**Q:** These are ten pressures for the same ZnSe crystal, and the last two are negative. Did something break there?

Zinc-blende ZnSe held at a series of fixed volumes, computed with Ansatz 0.2.0 using all-electron PAW, the PBE functional and scalar relativity. All runs use a plane-wave cutoff of 220 eV, an 8×8×8 k mesh and Fermi-Dirac smearing of 0.03 eV. Pressure is positive in compression.

```csv
volume (Å³/atom),shortest distance (Å),pressure (GPa)
21.391,2.404,6.800
21.403,2.404,6.754
21.846,2.421,5.068
22.302,2.438,3.515
22.529,2.446,2.798
22.757,2.454,2.120
22.984,2.462,1.477
23.212,2.470,0.868
23.667,2.486,-0.258
24.122,2.502,-1.269
```

**A:** Nothing broke. The volume is given per atom, and the pressure is the push that the crystal exerts against being held at that volume. In the row at 21.391 Å³ the atoms are squeezed and push outward with 6.8 GPa. In the row at 23.667 Å³ they are held slightly too far apart and pull inward, so the pressure comes out as −0.26 GPa. The change of sign marks the passage through rest and is no sign of a phase transition. The runs couldn't show a change of structure anyway, because the zinc-blende arrangement is imposed in every row.

**Q:** Then where is the crystal at rest? I would have guessed 22.757 Å³, because that is close to the cell of real ZnSe.

**A:** The computed crystal rests where the pressure crosses zero. A straight line between the two neighbouring rows puts this at 23.56 Å³ per atom. That is 3.5% more volume than in your row, or 1.2% more in the cube edge. The 2.12 GPa at 22.757 Å³ is therefore the price of holding the PBE crystal in a cell smaller than its own, and a real sample on the bench carries no such pressure.

An excess of about one percent in the edge is what PBE commonly gives for semiconductors of this kind. Thermal and zero-point motion are missing from the runs, but they would normally swell the cell further, so their absence doesn't explain the excess. The modest plane-wave basis probably adds little, since the correction that the runs report for it is only a few thousandths of a GPa. A run with a larger basis would be needed to confirm this, and none stands beside these.

**Q:** Some volume steps are equal, yet the pressure doesn't change equally. Why?

**A:** Compare two steps of the same size. From 21.846 to 22.302 Å³ the pressure falls by 1.55 GPa, and from 23.667 to 24.122 Å³ it falls by only 1.01 GPa. The squeezed crystal is stiffer.

The reason lies in two forces that depend differently on distance. Bonding draws zinc and selenium together, and it changes rather gently as they approach. Against it stands a repulsion: filled shells begin to overlap, the Pauli principle keeps their electrons apart, and their kinetic energy climbs steeply. At rest the two balance. On compression the steep one takes over, and on expansion it fades and leaves a softer crystal. The table holds only the total pressure, so this division is argued from theory and not read from the numbers.

**Q:** An engineer would treat the crystal as a spring of constant stiffness. How far off would that be?

**A:** Let's work it out for the most squeezed row. The spring takes its slope from the two rows on either side of zero pressure:

(0.868 + 0.258) GPa / (23.667 − 23.212) Å³ ≈ 2.47 GPa per Å³.

From rest to the squeezed row the volume shrinks by 23.56 − 21.391 ≈ 2.17 Å³ per atom. The spring therefore predicts 2.47 × 2.17 ≈ 5.4 GPa.

The calculation gives 6.8 GPa, so the spring falls short by about a fifth of the computed pressure. This row had no part in setting the slope, whereas the two rows near zero are met by construction. At the expanded end the computed crystal has softened, so the spring gives too much tension, by about 0.1 GPa or 9% of the computed value. A constant stiffness serves near rest and becomes unsafe when the volume changes by several percent.

**Q:** Can I put a number on the stiffening?

**A:** The usual measure is the bulk modulus, which is the pressure needed per relative change of volume. Taken from neighbouring rows, it is about 58 GPa across the rest volume and about 82 GPa near the squeezed end. It grows by roughly 4.4 GPa for each GPa of pressure. The output below the text lists it step by step, together with the straight-line spring.

The same reasoning lets you guess a neighbouring series. Put sulfur in place of selenium: the anion is smaller, the bond shorter and stronger, and ZnS is known to take less volume per atom and to be the stiffer crystal. Held at the volumes of this table, it would be under tension. Around its own smaller rest volume, its pressure curve should bend in the same sense as this one. That is general chemistry applied to ZnS, which has no row here.

**Q:** The pressures are printed to a thousandth of a GPa. Do I believe that?

**A:** Not as a statement about ZnSe. The correction that the runs report for their finite plane-wave basis varies between 0.0017 and 0.0046 GPa from row to row, so the last digit already depends on such details. The runs also carry a notice that their PAW datasets were made for this crystal, and no row here shows how far another set would move the pressures. The density cutoff is also higher in the three most squeezed rows than in the others, though the stiffness rises smoothly across that change. The functional's error in the rest volume matters far more, since it shifts the pressure at a given volume by something like 2 GPa.

Within the model, though, the pressures pass a good test. The work obtained by adding up pressure times volume change, from 21.391 to 23.667 Å³, is 0.084 eV per cell of two atoms. The total energy, computed separately from the pressure, drops by the same amount. The two results agree with each other, which shows that the pressures are sound as slopes of this energy curve, though not that the curve is nature's.

The first two rows hold a trap. Their volumes differ by only 0.012 Å³, and rounding alone can falsify that difference by 8%. A stiffness taken from this pair looks no larger than that of the next step, although the crystal is more squeezed there. For a slope, choose rows that lie well apart.

**Q:** Does squeezing also change the band gap, the energy between the filled and the empty states?

**A:** It widens it. The same runs give a gap of 1.06 eV in the most expanded row and 1.54 eV in the most squeezed one. Standard bonding theory explains the direction. The lowest empty state is an antibonding mixture of s orbitals on zinc and selenium, and the highest filled states are mainly selenium p orbitals. A shorter bond strengthens the mixing and drives the antibonding state up faster than the filled ones.

The size of the gap is another matter. PBE makes it much too small: the measured gap is known to be roughly 2.7 eV. Spin-orbit coupling is missing from the runs, but it would lower the gap a little more. The choice of cell enters too, because the gap at 22.757 Å³ is 0.14 eV wider than at the computed rest volume. A quoted gap should therefore come with the volume at which it was computed.

**Q:** So can I use one fixed shift of the gap per GPa?

**A:** Only over a short range. Leaving out the tiny step between the near-twin rows, the shift is about 51 meV per GPa in the most squeezed step and 73 meV per GPa in the most expanded one. It looks as if the electrons responded less under pressure.

Now measure the shift against the relative change of volume instead. It is then 4.2 eV at the squeezed end and 3.9 eV at the expanded end. Multiply this value by a small relative compression, and you have the widening of the gap. A one percent compression thus widens the gap by about 0.04 eV anywhere in the table. The response of the electrons to a change in size is nearly the same in all these steps, and even slightly stronger in the squeezed crystal.

What differs is how much change in size a GPa can buy. Divide the shift per relative volume by the bulk modulus and you get the shift per GPa: 4.17 eV / 82.3 GPa ≈ 51 meV per GPa at the squeezed end. The division is mere arithmetic, but it shows where the variation comes from. The numerator hardly moves, while the stiffness in the denominator grows by half. Pressure acts on the gap through the volume, and a stiffer crystal yields less volume for the same push.

The analysis program printed:

```
Steps from the row above to this row, and the straight line at this row:
     row  'bulk modulus (GPa)'  'gap shift (meV/GPa)'  'gap shift per ln V (eV)'  'line pressure (GPa)'  'line less computed (GPa)'
  21.391                   n/a                    n/a                        n/a                  5.374                      -1.426
  21.403                 82.02                  48.52                       3.98                  5.345                      -1.409
  21.846                  82.3                   50.7                      4.172                  4.248                     -0.8195
  22.302                 75.18                  54.48                      4.096                   3.12                      -0.395
  22.529                  70.8                  57.44                      4.067                  2.558                     -0.2398
  22.757                 67.33                  59.67                      4.018                  1.994                      -0.126
  22.984                 64.78                   61.8                      4.004                  1.432                    -0.04476
  23.212                  61.7                   64.1                      3.955                  0.868                  -2.331e-15
  23.667                 58.01                  67.51                      3.916                 -0.258                  -2.276e-15
  24.122                 53.09                  72.57                      3.853                 -1.384                      -0.115
Volume at zero pressure by linear interpolation (Å³/atom): 23.56
Cubic edge at zero pressure (Å): 5.734
Rest volume above that of row 22.757 (%): 3.541
Rest edge above that of row 22.757 (%): 1.167
Growth of volume from first to last row (%): 12.77
Growth of shortest distance from first to last row (%): 4.077
Pressure drop from row 21.846 to 22.302 (GPa): 1.553
Pressure drop from row 23.667 to 24.122 (GPa): 1.011
Rise of bulk modulus per GPa of pressure, end to end without twins: 4.376
Volume difference of the twin rows (Å³/atom): 0.012
Largest rounding error of that difference (%): 8.333
Pressure difference of the twin rows (GPa): 0.046
Work from the pressures, row 21.391 to 23.667 (eV per cell): 0.08424
Drop of the computed energy over the same rows (eV per cell): 0.084
Gap change from first to last row (eV): 0.4821
Gap at the rest volume by interpolation (eV): 1.153
Gap of row 22.757 less gap at rest volume (eV): 0.1374
Largest over smallest gap shift per GPa, without twins: 1.431
Largest over smallest gap shift per ln V, without twins: 1.083
```
